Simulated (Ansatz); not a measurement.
# What moves the pressure of W?

```yaml
crystal:
  lattice:
    - [-1.59730, 1.59730, 1.59730]
    - [1.59730, -1.59730, 1.59730]
    - [1.59730, 1.59730, -1.59730]
  atoms:
    - { symbol: W, position: [0.00000, 0.00000, 0.00000] }
```

The cell is a measured one (Crystallography Open Database entry 9006499); the temperature and pressure of the measurement aren't taken into account, and nothing was relaxed. It was measured hot, at 2171 K.

The calculation used Ansatz 0.2.0, DFT, PBE, all-electron LAPW, scalar-relativistic.

Numerical set-up: a Γ-centred 14×14×14 k mesh, Fermi–Dirac smearing of 0.03 eV, basis error target 1 meV/atom, no spin polarisation.

Spin–orbit coupling is off unless a change turns it on.

In this reference run the pressure is -2.5 GPa (positive in compression). Each change below is made alone, on the same k mesh, with fractional coordinates held unless an atom is moved; x, y and z are the Cartesian axes.

Task: One change shifts the pressure by +0.3 GPa. Which?
A. no relativity
B. spin-orbit coupling on
C. volume scaled by 0.975
D. functional lda
E. volume scaled by 1.025
F. functional pbesol

Result: B. The others give: functional pbesol, -8.4 GPa; volume scaled by 1.025, -6.9 GPa; volume scaled by 0.975, +7.8 GPa; functional lda, -13.8 GPa; no relativity, +16.9 GPa.
